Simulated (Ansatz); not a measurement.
Fitting the PBE+D3(BJ) energy curve of CdTe

```
CELL_PARAMETERS angstrom
0.00000 3.20500 3.20500
3.20500 0.00000 3.20500
3.20500 3.20500 0.00000
ATOMIC_POSITIONS crystal
Te 0.75000 0.75000 0.75000
Cd 0.00000 0.00000 0.00000
```

The cell was scaled at fixed shape and fractions and run with Ansatz, Ansatz PAW, cutoff 420 eV; PBE+D3(BJ), k mesh 7 × 7 × 7 on the cell of 2 atoms, fermi-dirac occupations of 0.05 eV, no spin polarisation, no spin-orbit coupling. Energies are those that the program minimises, any entropy of the smearing included.

| V (Å³/atom) | energy over the lowest row (meV/atom) |
| --- | --- |
| 30.9465 | 59.25 |
| 31.6050 | 38.10 |
| 32.2634 | 22.13 |
| 32.9218 | 10.80 |
| 33.5803 | ? |
| 34.2387 | 0.16 |
| 34.8972 | 0.00 |

Q: Fit the third-order Birch-Murnaghan form, give V0, B0 and B′, and predict the energy left open.

A: With y = (V0/V)^(2/3), E = E0 + (9 V0 B0/16) [(y - 1)³ B′ + (y - 1)² (6 - 4y)]. Least squares through the rows shown give V0 = 34.5968 Å³/atom, E0 = -0.32 meV, B0 = 39.91 GPa (1 eV/Å³ = 160.218 GPa) and B′ = 4.82, with a largest miss of 0.01 meV. At V = 33.5803 the form with these constants gives 3.62 meV; the run gave 3.61 meV an atom. Measured volume: 34.02 Å³/atom at 300 K (a printed reference work), so the fit lies +1.7 % from it. The runs are for a static lattice.
